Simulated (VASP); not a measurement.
ZnS, 4 atoms in the cell. It takes space group P6_3mc (No. 186, hexagonal). The conventional cell has a = 3.759 Å, b = 3.759 Å, c = 6.172 Å, α = 90.00°, β = 90.00°, γ = 120.00°. Around Zn (site symmetry 3m) lie 4 S at 2.31 Å. Around S (site symmetry 3m) lie 4 Zn at 2.31 Å. The cell was built by a generator and needn't be a form met in nature.

| Item | Value |
| --- | --- |
| Program | VASP 6.6.1 |
| Task | single point |
| Functional | PBEsol |
| Dispersion | D4 |
| Potentials or basis | VASP PAW PBE potentials, release 64 (Zn, S) |
| Cutoff | 520 eV |
| k mesh | 9 × 9 × 6 |
| Occupations | gaussian, width 0.02 eV |
| Spin | no spin polarisation |
| Dipole correction | no |
| Further INCAR settings | ALGO = Fast; EDIFF = 1e-06; NBANDS = 26 |

Potentials or basis: VASP PAW PBE potentials, release 64 (Zn, S).

Run with:

```sh
$ cat potpaw_PBE.64/Zn/POTCAR potpaw_PBE.64/S/POTCAR > POTCAR
$ mpirun -np 1 vasp_std > vasp.out
```

Hardware: 1 thread of Intel(R) Xeon(R) 6975P-C (Granite Rapids), with other jobs on the host.

**Question.** How long does it take, and how much memory?

**Answer.** It took 68 s on 1 thread of Intel(R) Xeon(R) 6975P-C (Granite Rapids) (shared host), peak memory 0.23 GiB. Counts: scf iterations 16, k points 48.
